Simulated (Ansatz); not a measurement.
The system is TiO2.

```xyz
6
Lattice="4.5998 0.0000 0.0000 0.0000 4.5998 0.0000 0.0000 0.0000 2.9592" Properties=species:S:1:pos:R:3 pbc="T T T"
Ti    0.0000    0.0000    1.4796
Ti    2.2999    2.2999    0.0000
O     1.3998    1.3998    1.4796
O     0.9001    3.6997    0.0000
O     3.6997    0.9001    0.0000
O     3.2000    3.2000    1.4796
```

The cell is a database's computed one.

Base run:

* Program: Ansatz 0.2.0
* Functional: PBE
* Potentials or basis: Ansatz PAW
* Cutoff: 420 eV (not typed: the program's choice for these potentials)
* k mesh: 6 × 6 × 9
* Occupations: fermi-dirac, width 0.05 eV
* Spin: no spin polarisation
* Hubbard terms: Ti d U = 6 eV

Its results: band gap on the k mesh 2.56 eV, indirect (least direct gap 2.65 eV); pressure 10.0 GPa; largest force 0.012 eV/Å.

Question: The run is repeated on the same cell with these changes: hubbard terms from Ti d U = 6 eV to Ti d U = 5 eV. What comes out?

Answer: Band gap on the k mesh 2.43 eV, indirect (least direct gap 2.50 eV); pressure 8.9 GPa; largest force 0.013 eV/Å.
